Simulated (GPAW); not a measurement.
A run of GPAW 26.7.0 is set up as follows.

File run.py:

```python
from ase import Atoms
from ase.dft.bandgap import bandgap
from ase.io import write
from ase.units import GPa
from gpaw import GPAW, PW

atoms = Atoms(['P', 'B'],
              cell=[[0.0, 2.269, 2.269],
                    [2.269, 0.0, 2.269],
                    [2.269, 2.269, 0.0]],
              scaled_positions=[[0.75, 0.75, 0.75],
                                [0.0, 0.0, 0.0]],
              pbc=True)

calc = GPAW(mode=PW(600),
            xc='PBE',
            kpts={'size': (8, 8, 8), 'gamma': True},
            occupations={'name': 'fermi-dirac', 'width': 0.05},
            nbands=11,
            maxiter=120,
            txt='gpaw.txt')
atoms.calc = calc
energy = atoms.get_potential_energy()
forces = atoms.get_forces()
stress = atoms.get_stress()
calc.write('gs.gpw')
write('result.traj', atoms)
print(f'Energy: {energy:.6f} eV')
print('Forces (eV/A):')
print(forces.round(4))
print('Stress (GPa):', (stress / GPa).round(3))
print('Fermi level:', round(calc.get_fermi_level(), 4), 'eV')
print(f'Gap: {bandgap(calc)[0]:.4f} eV, direct: {bandgap(calc, direct=True)[0]:.4f} eV')
```

Potentials or basis: GPAW PAW data sets (gpaw-data 1.2.1), pw.

Run with:

```sh
$ OMP_NUM_THREADS=1 python run.py
```

(1) Estimate the band gap on the k mesh.

(2) Estimate the pressure.

Answers

(1) 1.27 eV, indirect (least direct gap 3.41 eV).

(2) 1.4 GPa.

Caveat: the cutoff is short for stress and forces, so pressures can be off by a GPa or more.
